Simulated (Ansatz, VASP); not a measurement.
This is a calculation of GaP for Ansatz 0.2.0. 

The input input.yaml:

```yaml
crystal:
  lattice:
    - [0.0, 2.72525, 2.72525]
    - [2.72525, 0.0, 2.72525]
    - [2.72525, 2.72525, 0.0]
  atoms:
    - { symbol: Ga, position: [0.0, 0.0, 0.0] }
    - { symbol: P, position: [0.75, 0.75, 0.75] }
kpoints:
  mp_grid: { grid: [8, 8, 8] }
scf:
  occupations: { method: gaussian, width: 0.028 }
hamiltonian:
  xc: pbe
  pseudopotentials: { kind: all_electron, lapw: { basis_error: 0.001 } }
output:
  forces: true
  stress: true
  eigenvalues: true
```

Potentials or basis: all-electron LAPW, scalar-relativistic.

Command:

```sh
$ ansatz run input.yaml --threads 1 --pin off --max-ram 3072MiB --backend cpu --events-out ev --progress --plain --runs-dir out
```

**Question.** Translate it to VASP 6.6.1. Potentials or basis there: PBE PAW files Ga_d, P, 520 eV.

**Answer.** As run (cutoffs and basis follow the program's own potentials, and thresholds, step limits or extra output files can differ):

INCAR

```
PREC = Accurate ; ENCUT = 520
EDIFF = 1E-7 ; ISMEAR = 0
SIGMA = 0.028000000000000004 ; LREAL = False
LASPH = True ; NELM = 60
ALGO = Normal ; ISIF = 2
LWAVE = False ; LCHARG = False
GGA = PE ; NBANDS = 16
```

KPOINTS

```
regular mesh
0
Gamma
  8 8 8
```

File POSCAR:

```
GaP
1.0
    0.0000000000      2.7252500000      2.7252500000
    2.7252500000      0.0000000000      2.7252500000
    2.7252500000      2.7252500000      0.0000000000
Ga P
1 1
Direct
    0.0000000000      0.0000000000      0.0000000000
    0.7500000000      0.7500000000      0.7500000000
```

Potentials or basis: VASP PAW PBE potentials, release 64 (Ga_d, P).

Run with:

```bash
$ cat potpaw_PBE.64/Ga_d/POTCAR potpaw_PBE.64/P/POTCAR > POTCAR
$ mpirun -np 1 vasp_std > vasp.out
```

Both were run:

|  | Ansatz | VASP |
| --- | --- | --- |
| Pressure | 2.5 GPa | 2.5 GPa |

Where Ansatz's input types no cutoff or centring, it takes its own default and a Γ-centred mesh.

Pressure is positive in compression.
